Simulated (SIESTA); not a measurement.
The system is Gd.

```
Gd
1.0
    -2.02500    2.02500    2.02500
     2.02500   -2.02500    2.02500
     2.02500    2.02500   -2.02500
Gd
1
Direct
  0.00000 0.00000 0.00000
```

This isn't the form of Gd at room conditions, which is hcp.

```yaml
Program: SIESTA 5.4.2
Task: relaxation of cell and atoms
Functional: vdW-DF-cx
Potentials_or_basis: PseudoDojo 3+ lanthanides (4f in the core) (PBE files)
Basis: DZP (energy shift 0.003 Ry; two zetas on semicore shells)
Grid_cutoff: 800 Ry
Energy_shift: 0.003 Ry
k_mesh: 6 × 6 × 6
Occupations: fermi-dirac, width 0.05 eV
Spin: collinear spin, ferromagnetic start
Starting_moments: "[7.0] μB"
```

At the start: pressure -2.6 GPa; volume 33.22 Å³/atom.

Question: Where does the relaxation end?

Answer: Over 4 steps the energy falls by 15.9 meV/atom and the volume is 30.85 Å³/atom (-7.1 %); space group Im-3m (No. 229, to 0.05 Å); moment 0.16 μB per cell.

The path:
```tsv
step	energy change (eV)	largest force (eV/Å)	pressure (GPa)	volume (Å³)
1	0.0000	0.0000	-2.64	33.22
2	-0.0102	0.0000	-1.80	32.44
3	-0.0159	0.0000	-0.16	30.98
4	-0.0159	0.0000	0.00	30.85
```

Final structure:
```
Gd
1.0
    -1.97569    1.97569    1.97569
     1.97569   -1.97569    1.97569
     1.97569    1.97569   -1.97569
Gd
1
Direct
  0.00000 0.00000 0.00000
```

Caveat: the k mesh is coarse (spacing up to 0.37 Å⁻¹), so the values aren't converged; the potentials were made for another functional, which shifts forces and pressure; the basis of atomic orbitals isn't converged, which shifts pressures, moduli and gaps.
